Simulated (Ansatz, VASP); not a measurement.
# Ta8N8O (O on TaN(001)): VASP beside Ansatz, part 2 of 2

Aim: how closely do two programs agree when they are given the same cell, functional and k mesh?  The structure shown is the end of the VASP relaxation below.

VASP 6.6.1 and Ansatz 0.2.0.

So far: The starting structure; VASP: relaxation, PBEsol.

## 3. Ansatz: single point, PBEsol

Level of this step: Ansatz beside VASP: Kohn-Sham DFT, plane waves, PBEsol (Ansatz).

Ansatz runs on its default PAW (the set named soft_2) files.

The same cell, functional, mesh and smearing now go to Ansatz, which takes its cutoff from its data sets.

Input file input.yaml:

```yaml
crystal:
  lattice:
    - [6.1942554, 0.0, 0.0]
    - [0.0, 6.1942554, 0.0]
    - [0.0, 0.0, 24.27]
  atoms:
    - { symbol: Ta, position: [0.0, 0.0, 0.32962505] }
    - { symbol: Ta, position: [0.0, 0.5, 0.32962505] }
    - { symbol: Ta, position: [0.5, 0.0, 0.32962505] }
    - { symbol: Ta, position: [0.5, 0.5, 0.32962505] }
    - { symbol: Ta, position: [0.25, 0.25, 0.41985991] }
    - { symbol: Ta, position: [0.25, 0.75, 0.41985991] }
    - { symbol: Ta, position: [0.75, 0.25, 0.41985991] }
    - { symbol: Ta, position: [0.75, 0.75, 0.41985991] }
    - { symbol: Ta, position: [0.0, 0.0, 0.51265041] }
    - { symbol: Ta, position: [0.0, 0.5, 0.51265041] }
    - { symbol: Ta, position: [0.5, 0.0, 0.51265041] }
    - { symbol: Ta, position: [0.5, 0.5, 0.51265041] }
    - { symbol: Ta, position: [0.25, 0.25, 0.6232868] }
    - { symbol: Ta, position: [0.25, 0.75, 0.59543383] }
    - { symbol: Ta, position: [0.75, 0.25, 0.59543383] }
    - { symbol: Ta, position: [0.75, 0.75, 0.6232868] }
    - { symbol: "N", position: [0.25, 0.25, 0.32962505] }
    - { symbol: "N", position: [0.25, 0.75, 0.32962505] }
    - { symbol: "N", position: [0.75, 0.25, 0.32962505] }
    - { symbol: "N", position: [0.75, 0.75, 0.32962505] }
    - { symbol: "N", position: [0.0, 0.0, 0.41985991] }
    - { symbol: "N", position: [0.0, 0.5, 0.41985991] }
    - { symbol: "N", position: [0.5, 0.0, 0.41985991] }
    - { symbol: "N", position: [0.5, 0.5, 0.41985991] }
    - { symbol: "N", position: [0.25, 0.25, 0.5167965] }
    - { symbol: "N", position: [0.25, 0.75, 0.51059963] }
    - { symbol: "N", position: [0.75, 0.25, 0.51059963] }
    - { symbol: "N", position: [0.75, 0.75, 0.5167965] }
    - { symbol: "N", position: [0.0, 0.0, 0.60318289] }
    - { symbol: "N", position: [0.0, 0.5, 0.60318289] }
    - { symbol: "N", position: [0.5, 0.0, 0.60318289] }
    - { symbol: "N", position: [0.5, 0.5, 0.60318289] }
    - { symbol: O, position: [0.25, 0.25, 0.69410032] }
    - { symbol: O, position: [0.75, 0.75, 0.69410032] }
hamiltonian:
  xc: pbesol
  pseudopotentials: { kind: paw }
kpoints:
  mp_grid: { grid: [4, 4, 1] }
scf:
  occupations: { method: methfessel_paxton, width: 0.1 }
  n_extra_bands: 12
efield:
  axis: 3
  dipole_correction: true
  ramp_width: 0.04
output:
  forces: true
  eigenvalues: true
```

The run is started by

```sh
$ ansatz run input.yaml --threads 8 --pin off --max-ram 18432MiB --backend cpu --events-out ev --progress --plain --runs-dir out
```

Numbers of over 12 decimals in the logs are rounded to 6 here.

The program printed:

```text
scf.n_extra_bands = 12 over 150 filled bands (N_el = 300.0): the run solves 162 bands
Engine: ansatz 0.2.0, aarch64-unknown-linux-gnu
Pseudopotentials: kind: paw
Pseudopotential: Ta, paw, valence charge 13, recommended cutoff 420 eV (normal), Ta.paw.azcp
Pseudopotential: N, paw, valence charge 5, recommended cutoff 420 eV (normal), N.paw.azcp
Pseudopotential: O, paw, valence charge 6, recommended cutoff 420 eV (normal), O.paw.azcp
Functional definition: PBEsol
  exchange = pbesol_x
  correlation = pbesol_c
Crystal: 34 atoms, lattice volume = 931.211 Å³
Basis set: ecut = 420 eV, 18237 PW (Γ), exchange–correlation on 90×90×360 points (8 copies of the dense FFT grid, shifted against one another)
Bands: 162, of which v1, the nominal top of the filled ones, is band 150 counted from 1 (149 counted from 0)
Symmetry: 16 space group operations
Space group: P4mm (ITA 99), of the structure as read, at distance tolerance 9.8e-5 Å
k-points: 6 of 16
Non-local potential: Ta, projectors of the file, l = 0: 3, l = 1: 2, l = 2: 2, l = 3: 1
Non-local potential: N, projectors of the file, l = 0: 2, l = 1: 2, l = 2: 1
Non-local potential: O, projectors of the file, l = 0: 2, l = 1: 2, l = 2: 1
PAW form: soft (Blöchl's): semilocal exchange-correlation on the pseudo side does not see the compensation charge
PAW frozen core: Ta, regenerated for the run's functional, and the local potential with it (the file was generated under x = pbe(κ = 0.804, μ = 0.219515), c = pbe(β = 0.066725))
PAW frozen core: N, regenerated for the run's functional, and the local potential with it (the file was generated under x = pbe(κ = 0.804, μ = 0.219515), c = pbe(β = 0.066725))
PAW frozen core: O, regenerated for the run's functional, and the local potential with it (the file was generated under x = pbe(κ = 0.804, μ = 0.219515), c = pbe(β = 0.066725))
PAW one-centre angular grid: Ta, 590 points (default); XC on 64 Gauss nodes
PAW one-centre angular grid: N, 110 points (default); XC on 64 Gauss nodes
PAW one-centre angular grid: O, 110 points (default); XC on 64 Gauss nodes
Initial density: superposition of atomic densities (neutral atoms: chi_scale 0, normalization atom), corrected by the library's trained network
Initial wavefunctions: pseudopotential atomic-orbital guess
Functional: x = pbesol(κ = 0.804, μ = 0.123457), c = pbesol(β = 0.046)
SCF iter   1: F=—  HF=-164109.995392 eV  |F-HF|=—  |Δ(HF+E_count)|=         —  Δρ=1.29e-2  dr2=5.62e0  ethr=1.77e-3  p=-0.470 e·Å  D=-9.14e-2 V/Å  ΔV_dip=2.22 eV  dr2_dipole=5.92e-1  V_vac-E_F(+/−)=5.99/3.77 eV  ⟨swp⟩=9.7  Hψ=5302  notcnv=0
efield: sawtooth ramp at fractional position 0.9919 (placed from the atoms, in the widest stretch of the axis that holds none; the zero of the levels goes with the place), width 0.0400; the density the first Hamiltonian is built on has a dipole p = -0.470 e·Å; the dipole correction subtracts the counter field D = -9.14e-2 V/Å, which shifts the + side's vacuum level by +2.22 eV against the − side's; the planar-averaged density in the ramp window peaks in size at 1.2e-5 e/Å³
preconditioner: auto → LDOS  [metal: Δε(μ)=0.001 eV  Ē_g=8.190 eV  σ=0.100 eV  W_gap=0.01  n_scr=156 (ndim 8)  ℏωp=16.0 eV  f_vac=0.546  D(μ)=33.26/eV (n_scr^D=278)  β→1.0]
SCF iter   2: F=—  HF=-164109.672786 eV  |F-HF|=—  |Δ(HF+E_count)|=   3.23e-1  S|Δr|=    0.00e0  Δρ=8.41e-3  dr2=9.49e-1  ethr=1.77e-3  p=-0.506 e·Å  D=-9.83e-2 V/Å  ΔV_dip=2.39 eV  dr2_dipole=1.48e-1  V_vac-E_F(+/−)=6.16/3.78 eV  ⟨swp⟩=2.0  Hψ=1776  notcnv=0  defer=9
SCF iter   3: F=—  HF=-164109.707842 eV  |F-HF|=—  |Δ(HF+E_count)|=   3.51e-2  S|Δr|=    0.00e0  Δρ=9.48e-3  dr2=1.34e0  ethr=3.16e-4  p=-0.554 e·Å  D=-1.08e-1 V/Å  ΔV_dip=2.61 eV  dr2_dipole=1.10e-4  V_vac-E_F(+/−)=6.39/3.78 eV  ⟨swp⟩=3.3  Hψ=1963  notcnv=0  defer=9
SCF iter   4: F=—  HF=-164109.550996 eV  |F-HF|=—  |Δ(HF+E_count)|=   1.57e-1  S|Δr|=    0.00e0  Δρ=1.35e-3  dr2=7.36e-2  ethr=3.16e-4  p=-0.507 e·Å  D=-9.84e-2 V/Å  ΔV_dip=2.39 eV  dr2_dipole=2.11e-2  V_vac-E_F(+/−)=6.17/3.79 eV  ⟨swp⟩=3.0  Hψ=1674  notcnv=0  defer=9
SCF iter   5: F=—  HF=-164109.548874 eV  |F-HF|=—  |Δ(HF+E_count)|=   2.12e-3  S|Δr|=    0.00e0  Δρ=3.96e-4  dr2=4.61e-3  ethr=2.45e-5  p=-0.506 e·Å  D=-9.84e-2 V/Å  ΔV_dip=2.39 eV  dr2_dipole=1.09e-3  V_vac-E_F(+/−)=6.18/3.79 eV  ⟨swp⟩=2.2  Hψ=1414  notcnv=0  defer=9
SCF iter   6: F=—  HF=-164109.548659 eV  |F-HF|=—  |Δ(HF+E_count)|=   2.14e-4  S|Δr|=    0.00e0  Δρ=1.34e-4  dr2=8.98e-4  ethr=1.54e-6  p=-0.503 e·Å  D=-9.77e-2 V/Å  ΔV_dip=2.37 eV  dr2_dipole=2.98e-4  V_vac-E_F(+/−)=6.17/3.80 eV  ⟨swp⟩=2.8  Hψ=1527  notcnv=0  defer=9
SCF iter   7: F=—  HF=-164109.548653 eV  |F-HF|=—  |Δ(HF+E_count)|=   6.56e-6  S|Δr|=    0.00e0  Δρ=5.42e-5  dr2=7.48e-5  ethr=2.99e-7  p=-0.502 e·Å  D=-9.75e-2 V/Å  ΔV_dip=2.37 eV  dr2_dipole=1.05e-5  V_vac-E_F(+/−)=6.17/3.81 eV  ⟨swp⟩=2.0  Hψ=1193  notcnv=0  defer=9
SCF iter   8: F=—  HF=-164109.548972 eV  |F-HF|=—  |Δ(HF+E_count)|=   3.19e-4  S|Δr|=    0.00e0  Δρ=2.07e-5  dr2=1.07e-5  ethr=2.49e-8  p=-0.501 e·Å  D=-9.74e-2 V/Å  ΔV_dip=2.36 eV  dr2_dipole=2.16e-6  V_vac-E_F(+/−)=6.17/3.81 eV  ⟨swp⟩=2.8  Hψ=1543  notcnv=0  defer=9
SCF iter   9: F=—  HF=-164109.548974 eV  |F-HF|=—  |Δ(HF+E_count)|=   1.55e-6  S|Δr|=    0.00e0  Δρ=7.59e-6  dr2=2.03e-6  ethr=3.56e-9  p=-0.501 e·Å  D=-9.73e-2 V/Å  ΔV_dip=2.36 eV  dr2_dipole=2.92e-7  V_vac-E_F(+/−)=6.17/3.81 eV  ⟨swp⟩=2.3  Hψ=1556  notcnv=0  defer=9
SCF iter  10: F=—  HF=-164109.548974 eV  |F-HF|=—  |Δ(HF+E_count)|=   6.02e-7  S|Δr|=    0.00e0  Δρ=2.84e-6  dr2=2.69e-7  ethr=6.77e-10  p=-0.501 e·Å  D=-9.73e-2 V/Å  ΔV_dip=2.36 eV  dr2_dipole=7.33e-8  V_vac-E_F(+/−)=6.17/3.81 eV  ⟨swp⟩=2.8  Hψ=1495  notcnv=0  defer=9
SCF iter  11: F=-164109.548974 eV  HF=-164109.548974 eV  |F-HF|=3.00e-8  |Δ(HF+E_count)|=   1.69e-7  S|Δr|=    0.00e0  Δρ=1.06e-6  dr2=4.14e-8  ethr=3.33e-11  p=-0.500 e·Å  D=-9.73e-2 V/Å  ΔV_dip=2.36 eV  dr2_dipole=6.22e-9  V_vac-E_F(+/−)=6.17/3.81 eV  ⟨swp⟩=14.5  Hψ=4683  notcnv=0
SCF 1 converged in 11 iterations: F = -164109.548974 eV  dr2 = 4.14e-8
  greatest PAW one-centre occupation: 1.000 electrons in one spin orbital (limit 2), on the Ta atom at site 15 (counted from 0), in its partial waves of l = 0
SCF converged after 11 iterations
Stability not checked: this state was not tested for a lower state beside it, because cold or Methfessel-Paxton smearing, or corrected tetrahedra, fill the levels in a way that the test cannot read (fill_not_monotonic; see scf.lower_state_search)
Free energy (F): -164109.548974 eV
Harris-Foulkes:  -164109.548974 eV  (|F-HF|=3.00e-8)
Internal energy: -164109.529205 eV  (E = F + TS)
E sigma→0 (E₀):  -164109.544032 eV
Entropy (-TS):   -0.019770 eV (-0.581 meV/atom)
Fermi energy:    4.910987 eV
Dipole field:    D = -0.097305 V/Å  (p = -0.500751 e·Å, saw-weighted, corrected)
Work function:   Φ+ = 6.1748 eV   Φ− = 3.8131 eV
Levels:          The Fermi level and band energies are counted from a zero that moves with the ramp; work functions are not
--- Per-component energies (eV) ---
  E_band       = -5513.420027
  E_kinetic    = 8290.310727
  E_local      = -332911.815899  (includes V_loc(G=0)·N_el)
  E_nonlocal   = 1098.553954
  E_hartree    = 162459.258297
  E_xc         = -4567.523344
  E_vxc        = -4661.040167  (∫ρ·V_xc dr)
  E_paw        = -134625.136047  (= ΣΔE_a)
  E_vpaw       = -2223.081103  (= ΣTr[D̂ρ^β])
  E_aug_tail   = 0.008187  (compensation charges beyond the density's cutoff)
  E_efield     = 0.024363  (sawtooth field / dipole correction)
  E_vefield    = -24.947567  (∫n·V_field dr)
  E_ewald      = 136142.852058
  E_core_change = 3.938501  (= ΣΔE_core)
  E_smearing   = -0.019770  (= −TS)
  E_closure    = 0.000000  (closes the sum)
  Σ components = -164109.548974   (vs F -164109.548974, Δ=0.00e0)
--- Forces (eV/Å), atoms counted from 1 ---
  atom   1  Ta    -0.00000000    -0.00000000     2.17197998
  atom   2  Ta    -0.00000000    -0.00000000     2.17197998
  atom   3  Ta    -0.00000000    -0.00000000     2.17197998
  atom   4  Ta    -0.00000000     0.00000000     2.17197998
  atom   5  Ta    -0.00000000    -0.00000000     0.88147055
  atom   6  Ta    -0.00000000     0.00000000    -1.28632150
  atom   7  Ta    -0.00000000     0.00000000    -1.28632150
  atom   8  Ta    -0.00000000     0.00000000     0.88147055
  atom   9  Ta    -0.00000000     0.00000000    -0.01639233
  atom  10  Ta    -0.00000000    -0.00000000    -0.01639233
  atom  11  Ta    -0.00000000    -0.00000000    -0.01639233
  atom  12  Ta    -0.00000000     0.00000000    -0.01639233
  atom  13  Ta     0.00000000     0.00000000     0.42048291
  atom  14  Ta    -0.00000000     0.00000000    -0.06341541
  atom  15  Ta    -0.00000000     0.00000000    -0.06341541
  atom  16  Ta     0.00000000     0.00000000     0.42048291
  atom  17  N      0.00000000     0.00000000    -1.18990962
  atom  18  N     -0.00000000     0.00000000    -1.42892166
  atom  19  N     -0.00000000     0.00000000    -1.42892166
  atom  20  N      0.00000000    -0.00000000    -1.18990962
  atom  21  N      0.00000000     0.00000000    -0.55580809
  atom  22  N      0.00000000    -0.00000000    -0.55580809
  atom  23  N      0.00000000    -0.00000000    -0.55580809
  atom  24  N      0.00000000     0.00000000    -0.55580809
  atom  25  N      0.00000000     0.00000000    -0.03470930
  atom  26  N      0.00000000    -0.00000000     0.00049969
  atom  27  N      0.00000000    -0.00000000     0.00049969
  atom  28  N      0.00000000     0.00000000    -0.03470930
  atom  29  N      0.00000000     0.00000000    -0.02680462
  atom  30  N      0.00000000    -0.00000000    -0.02680462
  atom  31  N      0.00000000    -0.00000000    -0.02680462
  atom  32  N      0.00000000     0.00000000    -0.02680462
  atom  33  O      0.00000000    -0.00000000    -0.44511505
  atom  34  O     -0.00000000    -0.00000000    -0.44511505
  max |Σ_I F_I| component: 2.10e-5 eV/Å
--- Band table (eV; the first three rows and the last of 6) ---
  k-point 0: bands = [... 146 lower, 4.3684, 4.5824, 5.1015, 5.1015, 5.2551, 5.5871, 5.5871, 5.7917, ... 8 higher]
  k-point 1: bands = [... 146 lower, 4.1469, 4.1797, 4.5973, 4.6710, 4.9711, 4.9910, 5.0467, 5.3570, ... 8 higher]
  k-point 2: bands = [... 146 lower, 4.0374, 4.0374, 4.2559, 4.2559, 4.4328, 4.4328, 4.5227, 4.5227, ... 8 higher]
  k-point 5: bands = [... 146 lower, 4.9270, 4.9270, 4.9607, 4.9607, 4.9827, 4.9827, 5.4760, 5.4760, ... 8 higher]
```

Wall time 29 s (8 threads of Arm Neoverse N1, shared host); peak memory 3.5 GiB; 3.8 min of CPU time.

In the SCF lines HF is the Harris–Foulkes energy and dr2 the Hartree energy of the density residual, in eV; the loop may stop once dr2 is under the threshold and the program's other checks hold. Hψ counts applications of the Hamiltonian.

## 4. Differences

Known differences besides the PAW data sets themselves: the data sets hold 300 valence electrons in Ansatz (default PAW (the set named soft_2) files) and 268 in VASP; the cutoff is 420 eV in Ansatz and 400 eV in VASP (PREC = Normal, projectors in real space); Ansatz makes its cores anew for this functional, VASP keeps those of its PBE data sets. Total energies have different zeros and are not compared.

Forces on 10 of the 34 atoms, picked by the larger force of the two programs (eV/Å; atoms numbered as in POSCAR):

| atom | Ansatz x, y, z | VASP x, y, z |
| --- | --- | --- |
| Ta1 | 0.000, 0.000, 2.172 | 0.000, 0.000, 2.134 |
| Ta2 | 0.000, 0.000, 2.172 | 0.000, 0.000, 2.134 |
| Ta3 | 0.000, 0.000, 2.172 | 0.000, 0.000, 2.134 |
| Ta4 | 0.000, 0.000, 2.172 | 0.000, 0.000, 2.134 |
| Ta6 | 0.000, 0.000, -1.286 | 0.000, 0.000, -1.301 |
| Ta7 | 0.000, 0.000, -1.286 | 0.000, 0.000, -1.301 |
| N17 | 0.000, 0.000, -1.190 | 0.000, 0.000, -1.215 |
| N18 | 0.000, 0.000, -1.429 | 0.000, 0.000, -1.470 |
| N19 | 0.000, 0.000, -1.429 | 0.000, 0.000, -1.470 |
| N20 | 0.000, 0.000, -1.190 | 0.000, 0.000, -1.215 |

The forces differ by 90 meV/Å r.m.s., which is 16.1 % of the r.m.s. force of 0.56 eV/Å (both taken over all components, held atoms included).

## 5. What moves the difference

The difference is large enough to ask for its cause, so further runs change the set-up of one program at a time, as the table lists.

| run | r.m.s. force difference (% of the r.m.s. force) |
| --- | --- |
| as above | 16 |
| cores kept as stored, as VASP does, whose cores stay as stored | 16 |

## 6. Summary of results

```
r.m.s. force difference (single point, PBEsol) : 16 % of the r.m.s. force
```

**Reading.** The r.m.s. force difference is 16 % of the r.m.s. force (single point, PBEsol), beyond the 3 % picked in this series as the mark of a large difference. For single point, PBEsol: no further run halves the r.m.s. force difference; only Ansatz's side was varied. 2 further runs on this material are not shown. How closely two codes agree says nothing of how well the functional describes the real material.

[Lines on the potential files, build, host, timing and source positions are cut from VASP's logs without a mark.]

[Logs are printed without paths, hosts, clocks, repeated set-up lines and the standing remarks that a program may print on its own settings, such as how far it seeks lower states.]

[Hosts, paths, dates, database ids (printed as entryN), source tags and the programs' standing remarks are cut or masked in the printed files.]
